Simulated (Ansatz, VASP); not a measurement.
## One calculation of ZnSe, two programs

```
Zn Se
1.0
     0.00000    2.87523    2.87523
     2.87523    0.00000    2.87523
     2.87523    2.87523    0.00000
Zn Se
1 1
Direct
  0.00000 0.00000 0.00000
  0.75000 0.75000 0.75000
```

Alike in both runs: task single point; functional PBE; k mesh 8 × 8 × 8; occupations gaussian, width 0.02 eV; no spin polarisation.

```csv
,VASP,Ansatz
version,VASP 6.6.1,Ansatz 0.2.0
potentials or method,"VASP PAW PBE potentials, release 64 (Zn, Se)","scalar-relativistic, plane waves, PAW"
plane-wave cutoff (eV),520,420
valence electrons in the cell,18,28
```

|  | VASP | Ansatz | Ansatz less VASP |
| --- | --- | --- | --- |
| gap on the k mesh at the Fermi level (eV) | 1.12 | 1.12 | -0.001 |
| least direct gap on the mesh (eV) | 1.12 | 1.12 | -0.001 |
| pressure (GPa) | -0.3 | -0.5 | -0.20 |

The two sets of potentials don't hold the same shells in valence.
